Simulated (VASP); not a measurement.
# PbO2 (Fm-3m) in VASP: a series of runs

The runs below take PbO2 through single point, with r2SCAN.

All numbers are computed with VASP 6.6.1; they aren't measurements. Logs are shortened: lines on timing, memory, paths and dates and some standing lists are left out, and cuts for length are marked.

### Step 1. Starting point

It takes space group Fm-3m (No. 225, cubic). Conventional cell: a = 5.404 Å, b = 5.404 Å, c = 5.404 Å, α = 90.00°, β = 90.00°, γ = 90.00°. Pb (site symmetry m-3m) has 8 O at 2.34 Å as nearest neighbours. O (site symmetry -43m) is surrounded by 4 Pb at 2.34 Å.

The cell comes from a database or a generator and needn't be the stable form of this composition.

### Step 2. Single point, r2SCAN

POSCAR

```
PbO2
1.0
    0.0000000000      2.7019920000      2.7019920000
    2.7019920000      0.0000000000      2.7019920000
    2.7019920000      2.7019920000      0.0000000000
Pb O
1 2
Direct
    0.0000000000      0.0000000000      0.0000000000
    0.2500000000      0.2500000000      0.2500000000
    0.7500000000      0.7500000000      0.7500000000
```

INCAR.step1

```
SYSTEM = PbO2
  PREC = Accurate
  ENCUT = 520
  ISMEAR = 0
  SIGMA = 0.1
  LREAL = .False.
  LASPH = .True.
  NELM = 100
  NBANDS = 20
  GGA = PE
  ALGO = Normal
  EDIFF = 1E-4
  LWAVE = .True.
  LCHARG = .False.
```

INCAR.step2

```
SYSTEM = PbO2
  PREC = Accurate
  ENCUT = 520
  EDIFF = 1E-6
  ISMEAR = 0
  SIGMA = 0.1
  LREAL = .False.
  LASPH = .True.
  NELM = 100
  ALGO = Normal
  ISIF = 2
  LWAVE = .False.
  LCHARG = .False.
  METAGGA = R2SCAN
  LMIXTAU = .True.
  NBANDS = 20
  ISTART = 1
```

KPOINTS

```
regular mesh
0
Gamma
  6 6 6
  0 0 0
```

Potentials or basis: VASP PAW PBE potentials, release 64 (Pb_d, O).

Run with:

```bash
$ cat potpaw_PBE.64/Pb_d/POTCAR potpaw_PBE.64/O/POTCAR > POTCAR
$ cp INCAR.step1 INCAR
$ mpirun -np 1 vasp_std > vasp.out
$ cp INCAR.step2 INCAR
$ mpirun -np 1 vasp_std > vasp.out
```

OUTCAR:

```text
SYSTEM = PbO2
   PREC = Accurate
   ENCUT = 520
   EDIFF = 1E-6
   ISMEAR = 0
   LREAL = .False.
   LASPH = .True.
   NELM = 100
   ISIF = 2
   METAGGA = R2SCAN
   ISTART = 1

 ion  position               nearest neighbor table
   1  0.000  0.000  0.000-   3 2.34   3 2.34   3 2.34   2 2.34   2 2.34   2 2.34   3 2.34   2 2.34

   2  0.250  0.250  0.250-   1 2.34   1 2.34   1 2.34   1 2.34
   3  0.750  0.750  0.750-   1 2.34   1 2.34   1 2.34   1 2.34

  LATTYP: Found a face centered cubic cell.
 ALAT       =     5.4039840000

  Lattice vectors:

 A1 = (   0.0000000000,   2.7019920000,   2.7019920000)
 A2 = (   2.7019920000,   0.0000000000,   2.7019920000)
 A3 = (   2.7019920000,   2.7019920000,   0.0000000000)

Analysis of symmetry for initial positions (statically):
=====================================================================
 Subroutine PRICEL returns:
 Original cell was already a primitive cell.

 Routine SETGRP: Setting up the symmetry group for a
 face centered cubic supercell.

 Subroutine GETGRP returns: Found 48 space group operations
 (whereof 48 operations were pure point group operations)
 out of a pool of 48 trial point group operations.

The static configuration has the point symmetry O_h .

Analysis of symmetry for dynamics (positions and initial velocities):
=====================================================================
 Subroutine PRICEL returns:
 Original cell was already a primitive cell.

 Routine SETGRP: Setting up the symmetry group for a
 face centered cubic supercell.

 Subroutine GETGRP returns: Found 48 space group operations
 (whereof 48 operations were pure point group operations)
 out of a pool of 48 trial point group operations.

The dynamic configuration has the point symmetry O_h .

 Subroutine INISYM returns: Found 48 space group operations
 (whereof 48 operations are pure point group operations),
 and found     1 'primitive' translations

----------------------------------------------------------------------------------------

                                     Primitive cell

  volume of cell :      39.4532

  direct lattice vectors                    reciprocal lattice vectors
     0.000000000  2.701992000  2.701992000    -0.185048660  0.185048660  0.185048660
     2.701992000  0.000000000  2.701992000     0.185048660 -0.185048660  0.185048660
     2.701992000  2.701992000  0.000000000     0.185048660  0.185048660 -0.185048660

  length of vectors
     3.821193732  3.821193732  3.821193732     0.320513682  0.320513682  0.320513682

  position of ions in fractional coordinates (direct lattice)
     0.000000000  0.000000000  0.000000000
     0.250000000  0.250000000  0.250000000
     0.750000000  0.750000000  0.750000000

  ion indices of the primitive-cell ions
   primitive index   ion index
                 1           1
                 2           2
                 3           3

----------------------------------------------------------------------------------------

 KPOINTS: regular mesh

Automatic generation of k-mesh.
 Grid dimensions read from file:
 generate k-points for:    6    6    6

 Generating k-lattice:

  Cartesian coordinates                     Fractional coordinates (reciprocal lattice)
    -0.030841443  0.030841443  0.030841443     0.166666667  0.000000000  0.000000000
     0.030841443 -0.030841443  0.030841443     0.000000000  0.166666667  0.000000000
     0.030841443  0.030841443 -0.030841443     0.000000000  0.000000000  0.166666667

  Length of vectors
     0.053418947  0.053418947  0.053418947

  Shift w.r.t. Gamma in fractional coordinates (k-lattice)
     0.000000000  0.000000000  0.000000000

 Subroutine IBZKPT returns following result:
 ===========================================

 Found     16 irreducible k-points:

 Following reciprocal coordinates:
            Coordinates               Weight
  0.000000  0.000000  0.000000      1.000000
  0.166667  0.000000  0.000000      8.000000
  0.333333  0.000000  0.000000      8.000000
  0.500000  0.000000  0.000000      4.000000
  0.166667  0.166667  0.000000      6.000000
  0.333333  0.166667  0.000000     24.000000
[... 8 lines left out ...]
 -0.333333  0.333333  0.166667     24.000000
 -0.333333  0.500000  0.166667     12.000000
   k-points           NKPTS =     16   k-points in BZ     NKDIM =     16   number of bands    NBANDS=     20
   number of dos      NEDOS =    301   number of ions     NIONS =      3
   total plane-waves  NPLWV =  21952
   dimension x,y,z NGX =    28 NGY =   28 NGZ =   28
   dimension x,y,z NGXF=    56 NGYF=   56 NGZF=   56
   ions per type =               1   2
   NGX,Y,Z   is equivalent  to a cutoff of  12.18, 12.18, 12.18 a.u.
   NGXF,Y,Z  is equivalent  to a cutoff of  24.36, 24.36, 24.36 a.u.
 SYSTEM =  PbO2
   PREC   = accura    normal or accurate (medium, high low for compatibility)
   ISTART =      1    job   : 0-new  1-cont  2-samecut
   ICHARG =      0    charge: 1-file 2-atom 10-const
   ISPIN  =      1    spin polarized calculation?
   LNONCOLLINEAR =      F non collinear calculations
   LSORBIT =      F    spin-orbit coupling
   LASPH  =      T    aspherical Exc in radial PAW
   ENCUT  =  520.0 eV  38.22 Ry    6.18 a.u.   7.10  7.10  7.10*2*pi/ulx,y,z
   NELM   =    100;   NELMIN=  2; NELMDL=  0     # of ELM steps
   EDIFF  = 0.1E-05   stopping-criterion for ELM
   LREAL  =      F    real-space projection
   EDIFFG = 0.1E-04   stopping-criterion for IOM
   NSW    =      0    number of steps for IOM
   IBRION =     -1    ionic relax: 0-MD 1-quasi-New 2-CG
   NFREE  =      0    steps in history (QN), initial steepest desc. (CG)
   ISIF   =      2    stress and relaxation
   ISYM   =      2    0-nonsym 1-usesym 2-fastsym
   POTIM  = 0.5000    time-step for ionic-motion
   TEBEG  =    0.0;   TEEND  =   0.0 temperature during run
   PSTRESS=    0.0 pullay stress
   NELECT =      26.0000    total number of electrons
   NUPDOWN=      -1.0000    fix difference up-down
   EMIN   =  10.00;   EMAX   =-10.00  energy-range for DOS
   EFERMI =   0.00;   METHOD = LEGACY
   ISMEAR =     0;   SIGMA  =   0.10  broadening in eV -4-tet -1-fermi 0-gaus
   EFERMI_NEDOS =   21; number of points for ismear=-14 and -15
   IALGO  =     38    algorithm
   IMIX   =      4    mixing-type and parameters
     AMIX     =   0.40;   BMIX     =  1.00
     AMIX_MAG =   1.60;   BMIX_MAG =  1.00
  volume/ion in A,a.u.               =      13.15        88.75
  Fermi-wavevector in a.u.,A,eV,Ry     =   1.424640  2.692180 27.614384  2.029600
  Thomas-Fermi vector in A             =   2.545110
   LORBIT       =      0    0 simple, 1 ext, 2 COOP (PROOUT), +10 PAW based schemes
   METAGGA = R2SCAN    functional components
   LHFCALC =     F    Hartree Fock is set to
   AEXX    =    0.0000 exact exchange contribution
   IVDW    =     0    specifies the selected vdW correction
   LEPSILON=     F    determine dielectric tensor
   LRPA    =     F    only Hartree local field effects (RPA)
 non-spin polarized calculation
 Gauss-broadening in eV      SIGMA  =   0.10
  energy-cutoff  :      520.00
  volume of cell :       39.45
 maximum number of plane-waves:      1073
   NGX = 15   NGY = 15   NGZ = 15

 number of electron      25.9999989 magnetization

 Free energy of the ion-electron system (eV)
  ---------------------------------------------------
  ext. energy  EPLUGINS =         0.00000000
  ---------------------------------------------------
  free energy    TOTEN  =       -70.75388512 eV

  energy without entropy =      -70.75267559  energy(sigma->0) =      -70.75328036

 E-fermi :   5.3758     XC(G=0): -11.9026

 val. band max:        5.2778889762   @ k =  -0.3333   0.5000   0.1667
 cond. band min:       5.7785417881   @ k =   0.1667   0.1667   0.0000
 fundamental gap:      0.5006528119
 Fermi energy:         5.3758192393

 k-point     1 :       0.0000    0.0000    0.0000
  band No.  band energies     occupation
      1     -14.1721      2.00000
      2     -11.4336      2.00000
      3     -10.9037      2.00000
      4     -10.9037      2.00000
      5     -10.9037      2.00000
      6     -10.6563      2.00000
[... 12 lines left out ...]
     19      21.7739      0.00000
     20      21.7739      0.00000

 k-point     2 :       0.1667    0.0000    0.0000
  band No.  band energies     occupation
      1     -13.9645      2.00000
      2     -12.1130      2.00000
      3     -10.8736      2.00000
      4     -10.8736      2.00000
      5     -10.6569      2.00000
      6     -10.6569      2.00000
[... 12 lines left out ...]
     19      21.5519      0.00000
     20      21.5519      0.00000

 k-point     3 :       0.3333    0.0000    0.0000
  band No.  band energies     occupation
      1     -13.5843      2.00000
      2     -12.5849      2.00000
      3     -10.8348      2.00000
      4     -10.8348      2.00000
      5     -10.6349      2.00000
      6     -10.6349      2.00000
[... 12 lines left out ...]
     19      21.2612      0.00000
     20      21.2612      0.00000

 k-point     4 :       0.5000    0.0000    0.0000
  band No.  band energies     occupation
      1     -13.5067      2.00000
      2     -12.5560      2.00000
      3     -10.8283      2.00000
      4     -10.8283      2.00000
      5     -10.6101      2.00000
      6     -10.6101      2.00000
[... 12 lines left out ...]
     19      21.1122      0.00000
     20      21.1122      0.00000

 k-point     5 :       0.1667    0.1667    0.0000
  band No.  band energies     occupation
      1     -13.8875      2.00000
      2     -12.2771      2.00000
      3     -10.8443      2.00000
      4     -10.8443      2.00000
      5     -10.6815      2.00000
      6     -10.6409      2.00000
[... 12 lines left out ...]
     19      21.4015      0.00000
     20      21.9244      0.00000
[... 169 lines left out ...]
      6     -10.5943      2.00000
[... 12 lines left out ...]
     19      22.5876      0.00000
     20      23.0813      0.00000

 k-point    14 :       0.5000    0.3333    0.1667
  band No.  band energies     occupation
      1     -13.2286      2.00000
      2     -13.0229      2.00000
      3     -10.7261      2.00000
      4     -10.7257      2.00000
      5     -10.6454      2.00000
      6     -10.4227      2.00000
[... 12 lines left out ...]
     19      21.8138      0.00000
     20      24.0395      0.00000

 k-point    15 :      -0.3333    0.3333    0.1667
  band No.  band energies     occupation
      1     -13.2213      2.00000
      2     -13.0060      2.00000
      3     -10.7187      2.00000
      4     -10.7054      2.00000
      5     -10.6314      2.00000
      6     -10.0470      2.00000
[... 12 lines left out ...]
     19      21.7819      0.00000
     20      24.1013      0.00000

 k-point    16 :      -0.3333    0.5000    0.1667
  band No.  band energies     occupation
      1     -13.2203      2.00000
      2     -12.9922      2.00000
      3     -10.7434      2.00000
      4     -10.6519      2.00000
      5     -10.6231      2.00000
      6     -10.2430      2.00000
[... 12 lines left out ...]
     19      22.6152      0.00000
     20      23.2956      0.00000

------------------------ aborting loop because EDIFF is reached ----------------------------------------

  FORCE on cell =-STRESS in cart. coord.  units (eV):
  Direction    XX          YY          ZZ          XY          YZ          ZX
  --------------------------------------------------------------------------------------
  -------------------------------------------------------------------------------------
  Total       -1.5111502     -1.5111502     -1.5111502      0.0000000     -0.0000000     -0.0000000
  in kB      -61.3671612    -61.3671612    -61.3671612      0.0000000     -0.0000000     -0.0000000
  external PRESSURE =     -61.3671612 kB  Pullay stress =       0.0000000 kB

 VOLUME and BASIS-vectors are now :
 -----------------------------------------------------------------------------
  energy-cutoff  :      520.00
  volume of cell :       39.45
      direct lattice vectors                 reciprocal lattice vectors
     0.000000000  2.701992000  2.701992000    -0.185048660  0.185048660  0.185048660
     2.701992000  0.000000000  2.701992000     0.185048660 -0.185048660  0.185048660
     2.701992000  2.701992000  0.000000000     0.185048660  0.185048660 -0.185048660

 POSITION                                       TOTAL-FORCE (eV/Angst)
 -----------------------------------------------------------------------------------
      0.00000      0.00000      0.00000         0.000000     -0.000000     -0.000000
      1.35100      1.35100      1.35100         0.000000      0.000000      0.000000
      4.05299      4.05299      4.05299        -0.000000     -0.000000     -0.000000
 -----------------------------------------------------------------------------------
    total drift:                                0.000000      0.000000      0.000000

  FREE ENERGIE OF THE ION-ELECTRON SYSTEM (eV)
  ---------------------------------------------------
  free  energy   TOTEN  =       -70.7538851207 eV

  energy  without entropy=      -70.7526755935  energy(sigma->0) =      -70.75328036
```

Run time: 27 s. Hardware: 1 thread of AMD EPYC 9R45 (Zen 5), shared host; peak memory 0.14 GiB.

What came out:

| Item | Value |
| --- | --- |
| Free energy | -70.7539 eV |
| Pressure | -6.1 GPa |
| Band gap on the k mesh | none (metal or under the smearing width) |

Levels at points of the mesh, in eV from the Fermi level:
| k point | band 11 | band 12 | band 13 | band 14 | band 15 | band 16 |
| --- | --- | --- | --- | --- | --- | --- |
| (0.00, 0.00, 0.00) | -2.12 | -1.32 | -1.32 | -1.32 | 7.53 | 7.53 |
| (0.50, 0.00, 0.00) | -2.88 | -1.54 | -1.54 | 2.77 | 7.53 | 10.17 |
| (0.50, 0.50, 0.00) | -0.33 | -0.23 | -0.23 | 1.86 | 6.77 | 9.68 |

Caveat: the PAW data sets were made with another functional, which shifts forces and pressure a little. The run has no spin-orbit coupling, so splittings on Pb are missing.

### Step 3. Single point, r2SCAN

This run uses another cell than the first one, of 12.53 Å³/atom, 0.953 times its volume.

POSCAR

```
PbO2
1.0
    0.0000000000      2.6589537334      2.6589537334
    2.6589537334      0.0000000000      2.6589537334
    2.6589537334      2.6589537334      0.0000000000
Pb O
1 2
Direct
    0.0000000000      0.0000000000      0.0000000000
    0.2500000000      0.2500000000      0.2500000000
    0.7500000000      0.7500000000      0.7500000000
```

INCAR.step1

```
SYSTEM = PbO2
PREC = Accurate
ENCUT = 520
ISMEAR = 0
SIGMA = 0.15
LREAL = .FALSE.
LASPH = .TRUE.
NELM = 100
NBANDS = 20
GGA = PE
ALGO = Normal
EDIFF = 1E-4
LWAVE = .TRUE.
LCHARG = .FALSE.
```

INCAR.step2

```
SYSTEM = PbO2
PREC = Accurate
ENCUT = 520
EDIFF = 1E-7
ISMEAR = 0
SIGMA = 0.15
LREAL = .FALSE.
LASPH = .TRUE.
NELM = 100
ALGO = Normal
ISIF = 2
LWAVE = .FALSE.
LCHARG = .FALSE.
METAGGA = R2SCAN
LMIXTAU = .TRUE.
NBANDS = 20
ISTART = 1
```

KPOINTS

```
regular mesh
0
G
  16 16 16
  0 0 0
```

Potentials or basis: VASP PAW PBE potentials, release 64 (Pb_d, O).

Run with:

```bash
$ cat potpaw_PBE.64/Pb_d/POTCAR potpaw_PBE.64/O/POTCAR > POTCAR
$ cp INCAR.step1 INCAR
$ mpirun -np 1 vasp_std > vasp.out
$ cp INCAR.step2 INCAR
$ mpirun -np 1 vasp_std > vasp.out
```

It took 6.2 min on 1 thread of Intel Xeon Platinum 8259CL at 2.50GHz (Skylake/Cascade Lake), shared host; peak memory 0.24 GiB.

It converged, with:

| Item | Value |
| --- | --- |
| Free energy | -70.7811 eV |
| Pressure | 1.2 GPa |
| Band gap on the k mesh | none (metal or under the smearing width) |

Levels at points of the mesh, in eV from the Fermi level:
| k point | band 9 | band 10 | band 11 | band 12 | band 13 | band 14 | band 15 | band 16 | band 17 | band 18 |
| --- | --- | --- | --- | --- | --- | --- | --- | --- | --- | --- |
| (0.00, 0.00, 0.00) | -2.17 | -2.17 | -2.13 | -1.38 | -1.38 | -1.38 | 7.72 | 7.72 | 7.72 | 12.17 |
| (0.50, 0.00, 0.00) | -3.59 | -3.05 | -3.05 | -1.58 | -1.58 | 3.14 | 7.76 | 10.61 | 10.61 | 15.36 |
| (0.50, 0.50, 0.00) | -4.88 | -4.88 | -0.35 | -0.20 | -0.20 | 2.14 | 7.15 | 9.84 | 12.11 | 12.11 |

Caveat: the PAW data sets were made with another functional, which shifts forces and pressure a little. The run has no spin-orbit coupling, so splittings on Pb are missing.

### Step 4. Single point, r2SCAN

This run uses another cell than the first one, of 12.53 Å³/atom, 0.953 times its volume.

POSCAR is that of step 3.

INCAR.step1

```
ALGO = Normal
EDIFF = 1E-4
ENCUT = 520
GGA = PE
ISMEAR = 0
LASPH = T
LCHARG = F
LREAL = F
LWAVE = T
NBANDS = 20
NELM = 100
PREC = Accurate
SIGMA = 0.1
```

INCAR.step2

```
ALGO = Normal
EDIFF = 1E-6
ENCUT = 520
ISIF = 2
ISMEAR = 0
ISTART = 1
LASPH = T
LCHARG = F
LMIXTAU = T
LREAL = F
LWAVE = F
METAGGA = R2SCAN
NBANDS = 20
NELM = 100
PREC = Accurate
SIGMA = 0.1
```

KPOINTS

```
k-points
0
Gamma
  14 14 14
```

Run with:

```bash
$ cat potpaw_PBE.64/Pb_d/POTCAR potpaw_PBE.64/O/POTCAR > POTCAR
$ cp INCAR.step1 INCAR
$ mpirun -np 1 vasp_std > vasp.out
$ cp INCAR.step2 INCAR
$ mpirun -np 1 vasp_std > vasp.out
```

It took 4.3 min on 1 thread of Intel Xeon Platinum 8259CL at 2.50GHz (Skylake/Cascade Lake), shared host; peak memory 0.21 GiB.

Results (log left out):

```yaml
Free_energy: -70.7801 eV
Pressure: 1.2 GPa
Band_gap_on_the_k_mesh: none (metal or under the smearing width)
```

Levels at points of the mesh, in eV from the Fermi level:
```csv
k point,band 10,band 11,band 12,band 13,band 14,band 15,band 16,band 17
"(0.00, 0.00, 0.00)",-2.14,-2.11,-1.36,-1.36,-1.36,7.75,7.75,7.75
"(0.50, 0.00, 0.00)",-3.02,-3.02,-1.55,-1.55,3.17,7.79,10.64,10.64
"(0.50, 0.50, 0.00)",-4.86,-0.32,-0.18,-0.18,2.17,7.18,9.87,12.14
```

Caveat: the PAW data sets were made with another functional, which shifts forces and pressure a little.

### Step 5. The runs side by side

```csv
cell,k mesh,smearing,gap on the mesh (eV),pressure (GPa)
"Fm-3m, 13.15 Å³/atom",6 × 6 × 6,gaussian 0.1 eV,none,-6.1
"Fm-3m, 12.53 Å³/atom",16 × 16 × 16,gaussian 0.15 eV,none,1.2
"Fm-3m, 12.53 Å³/atom",14 × 14 × 14,gaussian 0.1 eV,none,1.2
```

Alike in all rows: task single point; level r2SCAN; potentials or basis VASP PAW PBE potentials, release 64 (Pb_d, O); no spin polarisation; cutoff (eV) 520.

Every run on the cell as given and a fine mesh finds a metal.

Caveats: the PAW data sets were made with another functional, which shifts forces and pressure a little.

Total energies depend on the potentials used, so only differences within one code and one set of settings carry meaning.
